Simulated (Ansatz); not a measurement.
Runs of Ansatz 0.2.0 on Ta. Symmetry: Im-3m, No. 229, cubic system. The conventional cell has a = 3.303 Å, b = 3.303 Å, c = 3.303 Å, α = 90.00°, β = 90.00°, γ = 90.00°. Around Ta (site symmetry m-3m) lie 8 Ta at 2.86 Å. 

```csv
task,level,potentials or basis,spin,U,cell,k mesh,cutoff (eV),smearing,start of the occupations,double counting,hubbard projectors,scf n extra bands,basis error allowed,other keys,gap on the mesh (eV),pressure (GPa),moment (μB)
relaxation of cell and atoms,PBE+U,"all-electron LAPW, inner shells corrected to Dirac's equation",off,Ta d U = 6 eV,relaxed from: volume scaled by 1.04,11 × 11 × 11,-,fermi-dirac 0.01 eV,auto,amf,ortho-atomic,-,0.002 eV/atom,-,none,0.0,-
elastic constants,PBEsol-PBE,"all-electron LAPW, scalar-relativistic","collinear, ferromagnetic start",-,as given,8 × 8 × 8,284,fermi-dirac 0.05 eV,-,-,-,2,0.001 eV/atom,scf.n_extra_bands = 2,none,-6.7,0.00
single point,PBE,"all-electron LAPW, scalar-relativistic",off,-,cell strained at random at fixed volume,11 × 11 × 11,277,fermi-dirac 0.05 eV,-,-,-,-,0.001 eV/atom,-,none,2.9,-
density of states,LDA,"all-electron LAPW, scalar-relativistic","collinear, random start",-,as given,11 × 11 × 11,241,fermi-dirac 0.1 eV,-,-,-,-,0.002 eV/atom,-,none,(a),0.00
```

Fill in the values left out.

(a) -9.2.

Caveats: U is the effective U less J, on atomic orbitals that reach past the spheres (some runs); U without spin polarisation on a metal has little footing (some runs); the U is typed as a test and isn't derived for this compound (some runs); the cell is more than 3 GPa from zero pressure, which shifts response properties (some runs); the program listed the state as in doubt (some runs); the k mesh is thin for a metal, which can move the energy by tens of meV per atom (some runs); elastic constants of metals need much finer meshes, so these are rough (some runs).

A k mesh can miss the band edges, and the runs leave out spin-orbit coupling on Ta.

A gap of «none» marks a metal or a gap under the smearing width.

The runs don't all hold the same shells in valence.
